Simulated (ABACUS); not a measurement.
CdTe: equation of state with r2SCAN

Crystal: CdTe.

```xyz
2
Lattice="0.0000 3.2050 3.2050 3.2050 0.0000 3.2050 3.2050 3.2050 0.0000" Properties=species:S:1:pos:R:3 pbc="T T T"
Te    4.8075    4.8075    4.8075
Cd    0.0000    0.0000    0.0000
```

* Program: ABACUS 3.10.1
* Task: equation of state
* Functional: r2SCAN
* Potentials or basis: SG15 ONCV 1.2 PBE
* Cutoff: 1401 eV
* Density cutoff: 5606 eV
* Basis: DZP LCAO (the cutoffs set its grid)
* k mesh: 5 × 5 × 5
* Occupations: fermi-dirac, width 0.05 eV
* Spin: no spin polarisation

| Item | Value |
| --- | --- |
| Equilibrium volume | 35.12 Å³/atom (rough: see the caveat) |
| Bulk modulus | 42 GPa (rough) |

Energy against volume, from the lowest point:
| volume (Å³/atom) | energy (meV/atom) |
| --- | --- |
| 30.947 | 83.04 |
| 32.263 | 35.72 |
| 33.580 | 9.45 |
| 34.897 | 0.00 |

All runs of the series together: 2.4 min on 4 threads of AMD EPYC 7R43 64-Core Processor (Zen 3) (shared host).

Caveat: the atomic orbitals were generated for these runs and aren't a published set; the minimum lies outside the volumes run; the potentials were made for another functional, which shifts forces and pressure; the basis of atomic orbitals isn't converged, which shifts pressures, moduli and gaps. The run has no spin-orbit coupling, so splittings on Te are missing.
